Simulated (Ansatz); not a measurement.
## Zr (P6_3/mmc), one atom moved over a plane

The calculation used DFT PBE, scalar-relativistic, plane waves, PAW in Ansatz 0.2.0. Settings: plane waves to 420 eV, k-mesh 18×18×10 (Γ-centred), Gaussian smearing 0.15 eV. No spin polarisation. Energies are free energies at this smearing, counted from the undisturbed cell; pressure is positive in compression.

The starting cell (as given, not relaxed at this level; it stands at 0.5 GPa):

```yaml
crystal:
  lattice:
    - [3.23200, 0.00000, 0.00000]
    - [-1.61600, 2.79899, 0.00000]
    - [0.00000, 0.00000, 5.14700]
  atoms:
    - { symbol: Zr, position: [0.33333, 0.66667, 0.25000] }
    - { symbol: Zr, position: [0.66667, 0.33333, 0.75000] }
```

Atom 1 (Zr) is moved by p along (1.000, 0.000, 0.000) and q along (0.000, 1.000, 0.000) (Å), all else fixed. Points are written (p, q).

p was sampled at -0.600, -0.300, 0.000, 0.300, 0.600 and q at -0.600, -0.300, 0.000, 0.300, 0.600.

Question: Where on the computed points is the energy highest, and how high?

Answer: At (-0.600, -0.600), (0.600, -0.600): 0.34 eV/cell.

Question: Away from (0, 0), which computed point is lowest?

Answer: (0.000, -0.300): 0.04 eV/cell.

The map, in eV/cell:

| p \ q | -0.600 | -0.300 | 0.000 | 0.300 | 0.600 |
| --- | --- | --- | --- | --- | --- |
| -0.600 | 0.34 | 0.22 | 0.13 | 0.12 | 0.17 |
| -0.300 | 0.15 | 0.08 | 0.04 | 0.07 | 0.17 |
| 0.000 | 0.11 | 0.04 | 0.00 | 0.04 | 0.17 |
| 0.300 | 0.15 | 0.08 | 0.04 | 0.07 | 0.17 |
| 0.600 | 0.34 | 0.22 | 0.13 | 0.12 | 0.17 |